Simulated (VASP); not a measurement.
Wanted: the native input for a VASP 6.6.1 run.

- Task: relaxation of cell and atoms
- Functional: PBEsol
- Potentials or basis: VASP PAW PBE potentials, release 64 (Mg, O)
- Cutoff: 600 eV
- k mesh: 3 × 3 × 2
- Occupations: gaussian, width 0.02 eV
- Spin: no spin polarisation
- Further INCAR settings: ALGO = Normal; EDIFF = 1e-07; IBRION = 2; EDIFFG = -0.005; NSW = 90; ISIF = 3

The structure of MgO lies in POSCAR:

```
MgO
1.0
    3.3077869900      0.0000000000      0.0000000000
   -1.6538934900      2.8646275600      0.0000000000
    0.0000000000      0.0000000000      4.9828816700
Mg O
2 2
Direct
    0.3333333300      0.6666666700      0.0021597400
    0.6666666700      0.3333333300      0.5021597400
    0.3333333300      0.6666666700      0.4024402600
    0.6666666700      0.3333333300      0.9024402600
```

Measurements of this composition are mostly on another form, of space group No. 225.

The input as run:

INCAR

```
SYSTEM = MgO
PREC = Accurate
ENCUT = 600
EDIFF = 1E-7
ISMEAR = 0
SIGMA = 0.02
LREAL = .False.
LASPH = .True.
NELM = 60
ALGO = Normal
ISIF = 3
LWAVE = .False.
LCHARG = .False.
GGA = PS
IBRION = 2
NSW = 90
EDIFFG = -0.005
```

KPOINTS

```
Automatic mesh
0
Gamma
  3 3 2
  0 0 0
```

Potentials or basis: VASP PAW PBE potentials, release 64 (Mg, O).

Command:

```sh
$ cat potpaw_PBE.64/Mg/POTCAR potpaw_PBE.64/O/POTCAR > POTCAR
$ mpirun -np 1 vasp_std > vasp.out
```

Results of the run:

The relaxed volume is 11.05 Å³/atom and the relaxed cell is a = 3.492 Å, b = 3.492 Å, c = 4.185 Å, α = 90.00°, β = 90.00°, γ = 120.00°. The space group after relaxing (to 0.05 Å) is P6_3/mmc (No. 194) and the energy gained by relaxing is 58.0 meV/atom. The ionic steps are 41. The pressure after relaxing is 0.0 GPa and the band gap on the k mesh is 3.29 eV, direct.

Caveat: the k mesh is coarse (spacing up to 0.73 Å⁻¹), so the values aren't converged; the PAW data sets were made with another functional, which shifts forces and pressure a little.

Run time: 100 s on 1 thread of Intel(R) Xeon(R) 6975P-C (Granite Rapids) (shared host), peak memory 0.18 GiB.
